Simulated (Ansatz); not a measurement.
**CaF2 under a change: biaxial strain −4.89 %, plane normal [001], relaxed out of plane**

The reference is CaF2 in the fluorite structure (space group Fm-3m, No. 225; a = 5.439 Å). Axes: x, y, z lie along the cube axes.

One thing is altered: compressive biaxial strain of 4.89 % in the plane normal to [001], as in epitaxy on a mismatched substrate; the out-of-plane cell vector and the atoms relax.

Level of theory: DFT with r2SCAN, PAW potentials and a 500 eV plane-wave cutoff in Ansatz (a first-principles code), without spin-orbit coupling. k-mesh 11×11×11 (Γ-centred); smearing 0.05 eV (Fermi–Dirac).

```tsv
quantity	base	changed	shift
volume per atom	13.41 Å³	12.51 Å³	-0.90 Å³
space group	Fm-3m (No. 225)	I4/mmm (No. 139)	–
shortest interatomic distance	2.355 Å	2.305 Å	-0.050 Å
energy relative to the base (free energy F)	0 meV/atom	+42 meV/atom	+42 meV/atom
band gap	8.03 eV	8.06 eV	+0.03 eV
gap character	–	indirect, X → Γ	–
smallest direct gap	8.29 eV	8.32 eV	+0.022 eV
electron mass	0.56 mₑ (at Γ)	0.60 mₑ (at Γ)	–
out-of-plane strain	–	+3.13 %	–
ratio −ε⊥/ε∥	–	0.64	–
mean in-plane stress (compression positive)	–	+10.9 GPa	–
```

Final structure (turned so that z lies along the plane normal):

```xyz
3
Lattice="3.6580 0.0000 0.0000 0.0000 3.6580 0.0000 1.8290 -1.8290 2.8048" Properties=species:S:1:pos:R:3 pbc="T T T"
Ca     0.0000     0.0000     0.0000
F      3.6580     1.8290     1.4024
F      1.8290     0.0000     1.4024
```

Cost of the whole job for the changed cell (relaxation, final SCF and bands): very roughly 40 core-seconds.

Masses are band curvatures over ±0.01 Å⁻¹ around the edge. No phonon test of stability was made. Labels are those of the standard path for the cell's own space group.
